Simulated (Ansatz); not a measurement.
NaBr (rock salt), relaxed with r²SCAN (Ansatz, a program for electronic structure, plane waves, PAW): a = b = c = 5.947 Å, α = β = γ = 90.00°.

- gap (eV): 4.98
- ΔH_f (eV/atom): -1.81
- B₀ by P(V) fit (GPa): 22.4
- K_Hill (GPa): 22.4
- G_Hill (GPa): 13.6
- ε∞: 2.72
- ε0: 6.04
- highest Γ mode, no LO–TO term (cm⁻¹): 139
- electron conductivity mass (mₑ): 0.33
- Θ_D (K): 227

Question: The same phase is relaxed and computed with PBEsol in the same code. What are the cell and these values now?

Answer: a = 5.927 Å, b = 5.927 Å, c = 5.927 Å, α = 90.00°, β = 90.00°, γ = 90.00°.

* **gap (eV)**: 4.07
* **ΔH_f (eV/atom)**: -1.56
* **B₀ by P(V) fit (GPa)**: 21.5
* **K_Hill (GPa)**: 21.5
* **G_Hill (GPa)**: 12.2
* **ε∞**: 2.94
* **ε0**: 6.55
* **highest Γ mode, no LO–TO term (cm⁻¹)**: 136
* **electron conductivity mass (mₑ)**: 0.31
* **Θ_D (K)**: 215

All cells were relaxed under the symmetry of their starts (and spin orders); stability against distortions was not tested throughout. Scalar-relativistic: spin–orbit coupling is off unless named, which matters more the heavier the elements.

Potentials: the later of the program's two PAW sets.

Ansatz is a plane-wave DFT program.

Formation energies count from the lowest solids of the elements computed at the same level, not from gases.
